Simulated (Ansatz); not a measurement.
An Ansatz input and the part of its output that reports the observables at the nuclei.

The cell is a Materials Project structure (computed, not necessarily an observed phase).

```yaml
crystal:
  lattice:
    - [-2.97316, 3.287369, 3.287402]
    - [2.97316, -3.287369, 3.287402]
    - [2.97316, 3.287369, -3.287402]
  atoms:
    - { symbol: Ti, position: [0.504755, 0.754755, 0.75] }
    - { symbol: Ti, position: [0.495245, 0.245245, 0.25] }
    - { symbol: Ti, position: [0.0, 0.0, 0.5] }
    - { symbol: Ti, position: [0.0, 0.5, 0.0] }
    - { symbol: O, position: [0.304919, 0.30477, 0.499851] }
    - { symbol: O, position: [0.195484, 0.250383, 0.945101] }
    - { symbol: O, position: [0.304919, 0.805068, 0.000149] }
    - { symbol: O, position: [0.805282, 0.250383, 0.554899] }
    - { symbol: O, position: [0.194718, 0.749617, 0.445101] }
    - { symbol: O, position: [0.804516, 0.749617, 0.054899] }
    - { symbol: O, position: [0.695081, 0.194932, 0.999851] }
    - { symbol: O, position: [0.695081, 0.69523, 0.500149] }
kpoints:
  mp_grid: { grid: [6, 6, 6] }
scf:
  occupations: { method: fermi_dirac, width: 0.02 }
hamiltonian:
  xc: pbe
  pseudopotentials: { kind: paw }
output:
  forces: true
  stress: true
  populations: true
  efg:
    quadrupole_moments_barn: { Ti: 0.247, O: -0.02558 }
    contact_densities: true
```

```sh
ansatz run input.yaml --threads 1 --pin off --max-ram 2560MiB --backend cpu --events-out ev --progress --plain --runs-dir out
```

Of the output, the block on the nuclei alone is shown; the set-up, the SCF iterations, energies, forces and stress are cut. One atom of each set with nearly equal values is shown.

```
--- PAW observables at the nuclei: V_zz in 10²¹ V/m², potentials from the cell's mean, atoms counted from 1 ---
  atom   1  Ti V_zz =    -2.309953   η = 0.5762   by run symmetry: allowed   C_q = -13.7960 MHz
            electrostatic potential = -2526.492393 V   contact ρ = 56791.610200 e/Å³
  atom   3  Ti V_zz =    -2.264817   η = 0.6080   by run symmetry: allowed   C_q = -13.5265 MHz
            electrostatic potential = -2526.484543 V   contact ρ = 56791.600532 e/Å³
  atom   5  O  V_zz =    +2.573655   η = 0.8936   by run symmetry: allowed   C_q = -1.5919 MHz
            electrostatic potential = -624.292645 V   contact ρ = 2157.535477 e/Å³
  atom   6  O  V_zz =    +2.569286   η = 0.9063   by run symmetry: allowed   C_q = -1.5892 MHz
            electrostatic potential = -624.292292 V   contact ρ = 2157.530377 e/Å³
```

The run took 20 s of wall time (19 s of CPU time) and 0.71 GiB at its peak, on 1 thread of Intel Xeon Platinum 8488C (Sapphire Rapids) (x86_64; 64 cores open to the job, memory cap 2.5 GiB, no GPU), a shared host with a load of 0.5 a core.
